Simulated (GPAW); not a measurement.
# BN (F-43m) in GPAW: equation of state

How stiff is BN in PBEsol, and what volume does it want? The cell is scaled to several volumes.

Program: GPAW 26.7.0. These are calculated values, not measurements. Logs are shortened: lines on timing, memory, paths and dates and some standing lists are left out, and cuts for length are marked. The log counts tension as positive stress, the text compression.

**Measured values to compare with.**

From “Effect of nanostructuration on compressibility of cubic BN”, 2012, arxiv:1208.3664, for a bulk crystal of BN at 300 K: bulk modulus 395 ± 2 GPa.

How close the calculation comes is told below.

### Step 1. Starting point

Symmetry: F-43m, No. 216, cubic system. The conventional cell has a = 3.626 Å, b = 3.626 Å, c = 3.626 Å, α = 90.00°, β = 90.00°, γ = 90.00°. N (site symmetry -43m) has 4 B at 1.57 Å as nearest neighbours. Around B (site symmetry -43m) lie 4 N at 1.57 Å.

The cell is a database's computed one.

### Step 2. Equation of state, PBEsol

File run.py:

```python
from ase import Atoms
from ase.eos import EquationOfState
from ase.io import Trajectory
from ase.units import GPa
from gpaw import GPAW, PW, setup_paths

setup_paths.insert(0, '.')

atoms = Atoms(['N', 'B'],
              cell=[[0.0, 1.813001, 1.813001],
                    [1.813001, 0.0, 1.813001],
                    [1.813001, 1.813001, 0.0]],
              scaled_positions=[[0.25, 0.25, 0.25],
                                [0.0, 0.0, 0.0]],
              pbc=True)

traj = Trajectory('eos.traj', 'w')
volumes, energies = [], []
for x in [0.94, 0.96, 0.98, 1.0, 1.02, 1.04, 1.06]:
    a = atoms.copy()
    a.set_cell(atoms.cell * x**(1 / 3), scale_atoms=True)
    calc = GPAW(mode=PW(800),
                xc='PBEsol',
                kpts={'size': (13, 13, 13), 'gamma': True},
                occupations={'name': 'fermi-dirac', 'width': 0.05},
                nbands=11,
                convergence={'density': 1e-05, 'energy': 1e-05},
                maxiter=150,
                txt=f'eos-{x:.2f}.txt')
    a.calc = calc
    energies.append(a.get_potential_energy(force_consistent=True))
    volumes.append(a.get_volume())
    p = -a.get_stress()[:3].mean() / GPa
    calc.write(f'eos-{x:.2f}.gpw')
    traj.write(a)
    print(f'{x:.2f} {volumes[-1]:10.4f} A^3 {energies[-1]:14.6f} eV {p:9.3f} GPa', flush=True)

v0, e0, B = EquationOfState(volumes, energies, eos='birchmurnaghan').fit()
print(f'V0 = {v0:.4f} A^3, E0 = {e0:.6f} eV, B0 = {B / GPa:.2f} GPa')
```

Potentials or basis: PAW data sets generated in the run's folder for this functional, pw.

The run is started by

```sh
$ gpaw-setup -f PBEsol B N
$ OMP_NUM_THREADS=1 python run.py
```

The program printed:

```text
__  _  _
 | _ |_)|_||  |
 |__||  | ||/\| - 26.7.0

Input parameters:
  mode=PW(ecut=800.0),
  convergence={'density': 1e-05, 'energy': 1e-05},
  kpts=MonkhorstPack(size=(13, 13, 13), gamma=True),
  maxiter=150,
  nbands=11,
  occupations=Occupations(name='fermi-dirac', width=0.05),
  xc=XC(name='PBEsol')

Diagonalizing LCAO Hamiltonian
Converting LCAO to pw mode

          N
       B

Atoms  # Å, Bohr magnetons
|   | symbol |        x |        y |        z |    initial magnetic moments |
|---|--------|----------|----------|----------|-----------------------------|
| 0 |      N | 0.887995 | 0.887995 | 0.887995 | ( 0.0000,  0.0000,  0.0000) |
| 1 |      B | 0.000000 | 0.000000 | 0.000000 | ( 0.0000,  0.0000,  0.0000) |

Unit cell  # Å
| periodic |        x |        y |        z |  lengths |    angles |
|----------|----------|----------|----------|----------|-----------|
|      yes | 0.000000 | 1.775991 | 1.775991 | 2.511630 | 60.000000 |
|      yes | 1.775991 | 0.000000 | 1.775991 | 2.511630 | 60.000000 |
|      yes | 1.775991 | 1.775991 | 0.000000 | 2.511630 | 60.000000 |

Number of symmetries: 24
Symmetry operations  # r_c * U_cc + t_c -> r_c
|    | kind |            matrix            |
|----|------|------------------------------|
|  0 |  E   |  1, 0, 0,  0, 1, 0,  0, 0, 1 |
|  1 |  σ   |  1, 0, 0,  0, 0, 1,  0, 1, 0 |
|  2 |  σ   |  1, 0,-1,  0, 1,-1,  0, 0,-1 |
|  3 |  C3  |  1, 0,-1,  0, 0,-1,  0, 1,-1 |
|  4 |  C3  |  1,-1, 0,  0,-1, 1,  0,-1, 0 |
|  5 |  σ   |  1,-1, 0,  0,-1, 0,  0,-1, 1 |
|  6 |  σ   |  0, 1, 0,  1, 0, 0,  0, 0, 1 |
|  7 |  C3  |  0, 1, 0,  0, 0, 1,  1, 0, 0 |
|  8 |  C2  |  0, 1,-1,  1, 0,-1,  0, 0,-1 |
|  9 |  S4  |  0, 1,-1,  0, 0,-1,  1, 0,-1 |
| 10 |  C3  |  0, 0, 1,  1, 0, 0,  0, 1, 0 |
| 11 |  σ   |  0, 0, 1,  0, 1, 0,  1, 0, 0 |
| 12 |  S4  |  0, 0,-1,  1, 0,-1,  0, 1,-1 |
| 13 |  C3  |  0, 0,-1,  0, 1,-1,  1, 0,-1 |
| 14 |  S4  |  0,-1, 1,  1,-1, 0,  0,-1, 0 |
| 15 |  C2  |  0,-1, 1,  0,-1, 0,  1,-1, 0 |
| 16 |  C3  |  0,-1, 0,  1,-1, 0,  0,-1, 1 |
| 17 |  S4  |  0,-1, 0,  0,-1, 1,  1,-1, 0 |
| 18 |  S4  | -1, 1, 0, -1, 0, 1, -1, 0, 0 |
| 19 |  C3  | -1, 1, 0, -1, 0, 0, -1, 0, 1 |
| 20 |  C3  | -1, 0, 1, -1, 1, 0, -1, 0, 0 |
| 21 |  S4  | -1, 0, 1, -1, 0, 0, -1, 1, 0 |
| 22 |  σ   | -1, 0, 0, -1, 1, 0, -1, 0, 1 |
| 23 |  C2  | -1, 0, 0, -1, 0, 1, -1, 1, 0 |

BZ-sampling:
  Number of BZ points: 2197
  Number of IBZ points: 84

  Monkhorst-Pack size: [13, 13, 13]
  Monkhorst-Pack shift: [0, 0, 0]

K-points  # in reciprocal-cell coordinates
|     |                                coordinates |     weight |
|-----|--------------------------------------------|------------|
|   0 | (  0.00000000,   0.00000000,   0.00000000) | 0.00045517 |
|   1 | (  0.07692308,   0.07692308,   0.00000000) | 0.00273100 |
|   2 | (  0.07692308,   0.07692308,   0.07692308) | 0.00364133 |
|   3 | (  0.15384615,   0.07692308,   0.07692308) | 0.00546199 |
|   4 | (  0.15384615,   0.15384615,   0.00000000) | 0.00273100 |
|   5 | (  0.15384615,   0.15384615,   0.07692308) | 0.01092399 |
|   6 | (  0.15384615,   0.15384615,   0.15384615) | 0.00364133 |
|   7 | (  0.23076923,   0.15384615,   0.07692308) | 0.01092399 |
|   8 | (  0.23076923,   0.15384615,   0.15384615) | 0.01092399 |
|   9 | (  0.23076923,   0.23076923,   0.00000000) | 0.00273100 |
| ... |                                            |            |
|  83 | (  0.46153846,   0.46153846,   0.46153846) | 0.00364133 |

Plane wave coefficients: 589
Cutoff: 800.0 eV

Spin-components: 1 (collinear spins)
Bands:           11
Projectors:      10
Spin-degeneracy: 2
Datatype:        complex128

Parallelization:
  kpt:    1
  domain: 1
  band:   1

Density:
  Valence electrons: 8.0
  Components: 1
  Grid points: [18 18 18]
  Charge: 0.0  # |e|

Potential:
  Grid points: [18 18 18]

species:
  N:
    name:    Nitrogen
    Z:       7.0
    valence: 5
    core:    2
    charge:  0.0  # [|e|]
    compensation charges:
      type: gauss
      rc: 0.18  # [Å]
      lmax: 2
    cutoffs:
      filter: 1.11  # [Å]
      core: 0.96  # [Å]
    projectors
    | kind |    occ | energy [eV] | rcut [Å] |
    |------|--------|-------------|----------|
    |   2s |  2.000 |     -18.455 |    0.603 |
    |   2p |  3.000 |      -7.035 |    0.529 |
    |    s |        |       8.756 |    0.603 |
    |    p |        |      20.177 |    0.529 |
    |    d |        |       0.000 |    0.577 |

    Using partial waves for N as LCAO basis

  B:
    name:    Boron
    Z:       5.0
    valence: 3
    core:    2
    charge:  0.0  # [|e|]
    compensation charges:
      type: gauss
      rc: 0.20  # [Å]
      lmax: 2
    cutoffs:
      filter: 1.14  # [Å]
      core: 1.42  # [Å]
    projectors
    | kind |    occ | energy [eV] | rcut [Å] |
    |------|--------|-------------|----------|
    |   2s |  2.000 |      -9.361 |    0.635 |
    |   2p |  1.000 |      -3.555 |    0.635 |
    |    s |        |      17.850 |    0.635 |
    |    p |        |      23.657 |    0.635 |
    |    d |        |       0.000 |    0.635 |

    Using partial waves for B as LCAO basis

Reference energy: -2141.827435  # eV

eigensolver:
  PPCG
  Converge bands: occupied
  niter=2

density mixing:
  MSR1-Mixer
  Pratt-step length: 0.05
  Maximum mixing coefficient: 0.75
  Old densities: 10
  SVD Regularization: 0.005
  Good broyden scale: 1.0
  Trust region scale: 1.0
  Backstep threshold: 4.0
  History deletion threshold: 6.0
  Fourier metric: weight=20.0, sigma=0.015

occupation numbers:
  Fermi-Dirac:
    width: 0.0500  # eV

poisson solver:
  ecut: 6400.0  # eV

xc functional:
  name: PBEsol with 2 nearest neighbor stencil

convergence criteria:
- Maximum integral of absolute [dens]ity change: 1e-05 electrons / valence electron
- Maximum [total energy] change in last 3 cyles: 1e-05 eV / valence electron
- Maximum integral of absolute [eigenst]ate change: 4e-08 eV^2 / valence electron
maximum number of iterations: 150

SCF iterations
|iter     | |      energy | eigst |  dens |
|---------|-|-------------|-------|-------|
|iter:   1| |  -19.368588 | +0.11 |       |
|iter:   2| |  -19.186052 | -2.10 | -0.74 |
|iter:   3| |  -18.443689 | -1.37 | -0.78 |
|iter:   4| |  -18.428191 | -2.93 | -1.40 |
|iter:   5| |  -18.427110 | -3.60 | -1.88 |
|iter:   6| |  -18.427149 | -5.40 | -2.61 |
|iter:   7| |  -18.427149c| -7.23 | -3.67 |
|iter:   8| |  -18.427149c| -7.46c| -4.44 |
|iter:   9| |  -18.427149c| -8.81c| -5.67c|

Converged in 9 steps
Energy contributions relative to reference atoms: (reference = -2141.827435)

Energy contributions:
  Kinetic:          21.596387
  Coulomb:         -19.658257
  Zero:              0.101552
  External:          0.000000
  Xc:              -20.466831
  Entropy:          -0.000000
  Spinorbit:         0.000000
  ----------------------------
  Free energy:     -18.427149
  Extrapolated:    -18.427149

dipole moment: (-7.239395, -7.239395, -7.239395)  # |e|*Ang

Fermi level: 13.159
Eigenvalues  # (at kpt = [0.000, 0.000, 0.000])
| band index |      eig [eV] | occ [0-2] |
|------------|---------------|-----------|
|          0 |       -10.013 |     2.000 |
|          1 |        10.847 |     2.000 |
|          2 |        10.847 |     2.000 |
|          3 |        10.847 |     2.000 |
|          4 |        19.866 |     0.000 |
|          5 |        19.866 |     0.000 |
|          6 |        19.866 |     0.000 |
|          7 |        21.996 |     0.000 |
|          8 |        36.362 |     0.000 |
|          9 |        39.272 |     0.000 |
|         10 |        39.477 |     0.000 |

Gap: 4.423 eV
Transition (v -> c):
  (s=0, k=0, n=3, [0.00, 0.00, 0.00]) -> (s=0, k=77, n=4, [0.46, 0.46, 0.00])
Direct/indirect transitions are different
Direct gap: 9.019 eV
Transition at: (s=0, k=0, n=3, [0.00, 0.00, 0.00])

Stress tensor  # eV/Ang^3
|         x |         y |         z |
|-----------|-----------|-----------|
| -0.110189 |  0.000000 |  0.000000 |
|  0.000000 | -0.110189 |  0.000000 |
|  0.000000 |  0.000000 | -0.110189 |

# Writing to eos-0.94.gpw (mode='')
```

Wall time 58 s (1 thread of Intel Xeon 6975P-C (Granite Rapids), shared host); peak memory 0.2 GiB.

What came out:

| Item | Value |
| --- | --- |
| Equilibrium volume | 5.86 Å³/atom |
| Bulk modulus | 386 GPa |
| Pressure derivative of the bulk modulus | 3.7 |

Energy against volume, from the lowest point:
```tsv
volume (Å³/atom)	energy (meV/atom)
5.602	14.89
5.721	4.21
5.840	0.00
5.959	1.85
6.078	9.02
6.198	21.10
6.317	37.69
```

### Step 3. Comparison with measurements

Step 2. A measured bulk modulus of BN is 395 GPa (300 K; quoted in “Effect of nanostructuration on compressibility of cubic BN”, 2012, arxiv:1208.3664); the calculated 386 GPa misses it by -2.3 %. The fit is for a static lattice scaled at fixed shape and fixed fractional positions.
